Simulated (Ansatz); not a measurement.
La: changes ranked by their effect on the pressure

```yaml
crystal:
  lattice:
    - [3.75000, 0.00000, 0.00000]
    - [-1.87500, 3.24760, 0.00000]
    - [0.00000, 0.00000, 6.07000]
  atoms:
    - { symbol: La, position: [0.33333, 0.66667, 0.25000] }
    - { symbol: La, position: [0.66667, 0.33333, 0.75000] }
```

Atom numbers follow the list: La1, La2.

The cell is COD entry 9008503, as deposited and not checked against the literature; nothing was relaxed. It differs from other determinations.

Theory: DFT, PBE, all-electron LAPW, scalar-relativistic in Ansatz 0.2.0.

The runs use a Γ-centred 11×11×6 k mesh, Fermi–Dirac smearing of 0.05 eV, basis error target 0.25 meV/atom, no spin polarisation.

Spin–orbit coupling is off unless a change turns it on.

In this reference run the pressure is 0.5 GPa (positive in compression). Each change below is made alone, on the same k mesh, with fractional coordinates held unless an atom is moved; x, y and z are the Cartesian axes.

Question: Order the changes by the shift of the pressure, most negative first.
A. no relativity
B. functional lda
C. volume scaled by 0.975
D. volume scaled by 1.025
E. functional pbesol
F. atom 1 (La) moved by (0.0289, 0.0289, 0.0289) Å

Answer: B (-3.5 GPa), A (-2.7 GPa), E (-2.1 GPa), D (-0.6 GPa), F (0.0 GPa), C (+0.7 GPa).
